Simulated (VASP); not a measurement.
## AlN in VASP 6.6.1, single-point calculation

INCAR

```
LCHARG = .FALSE.
NELM = 120
LASPH = .TRUE.
LREAL = .FALSE.
NSW = 0
NELMIN = 4
ALGO = Normal
ISIF = 2
LWAVE = .FALSE.
ENCUT = 520
AMIX = 0.2
NBANDS = 11
EDIFF = 0.0001
METAGGA = R2SCAN
SIGMA = 0.01
ISMEAR = 0
IBRION = -1
PREC = Accurate
```

KPOINTS

```
KPOINTS created by Atomic Simulation Environment
0
Gamma
10 10 10
0 0 0
```

POSCAR

```
Al N
 1.0000000000000000
     0.0000000000000000    2.0865005383000002    2.0865005383000002
     2.0865005383000002    0.0000000000000000    2.0865005383000002
     2.0865005383000002    2.0865005383000002    0.0000000000000000
 Al  N
   1   1
Cartesian
  0.0000000000000000  0.0000000000000000  0.0000000000000000
  2.0865005383000002  2.0865005383000002  2.0865005383000002
```

The recommended PBE PAW datasets give the neutral cell 8 valence electrons.

Command

```
mpirun -np 1 vasp_std
```

Predict the outcome of this run.

It converged. Results: gap between bands v and c on the k mesh 4.56 eV; least direct gap on the k mesh 5.16 eV; pressure -23.2 GPa. Band v is the last that the valence electrons fill when counted band by band, and c is the next.

OSZICAR

```
N       E                     dE             d eps       ncg     rms          rms(c)
DAV:   1     0.439805605221E+01    0.43981E+01   -0.40655E+03  1074   0.638E+02
DAV:   2    -0.216104789644E+02   -0.26009E+02   -0.24788E+02  1223   0.141E+02
DAV:   3    -0.224242611298E+02   -0.81378E+00   -0.81294E+00  1284   0.223E+01
DAV:   4    -0.224278550281E+02   -0.35939E-02   -0.35936E-02  1172   0.163E+00
DAV:   5    -0.224278940521E+02   -0.39024E-04   -0.39024E-04  1216   0.158E-01    0.747E+00
DAV:   6    -0.190807793278E+02    0.33471E+01   -0.14848E+00  1094   0.621E+00    0.492E+00
DAV:   7    -0.187129323238E+02    0.36785E+00   -0.28346E+00  1157   0.928E+00    0.246E+00
DAV:   8    -0.187589043065E+02   -0.45972E-01   -0.12274E-01  1142   0.255E+00    0.830E-01
DAV:   9    -0.187600983671E+02   -0.11941E-02   -0.20086E-02  1121   0.100E+00    0.287E-01
DAV:  10    -0.187601035890E+02   -0.52219E-05   -0.10788E-03  1121   0.253E-01    0.130E-01
DAV:  11    -0.187604261843E+02   -0.32260E-03   -0.50120E-04  1142   0.168E-01    0.480E-02
DAV:  12    -0.187604187768E+02    0.74074E-05   -0.60337E-05   550   0.482E-02
   1 F= -.18760419E+02 E0= -.18760419E+02  d E =-.496839E-44
```

Standard output (part)

```
POSCAR found type information on POSCAR AlN
 POSCAR found :  2 types and       2 ions
 LDA part: xc-table for (None), standard interpolation
 POSCAR, INCAR and KPOINTS ok, starting setup
 WAVECAR not read
 entering main loop
```

For comparison, a separate r²SCAN run of the intended cell, on usual settings and not on those above, gives a gap of 4.56 eV on its mesh and a pressure of -23.2 GPa.
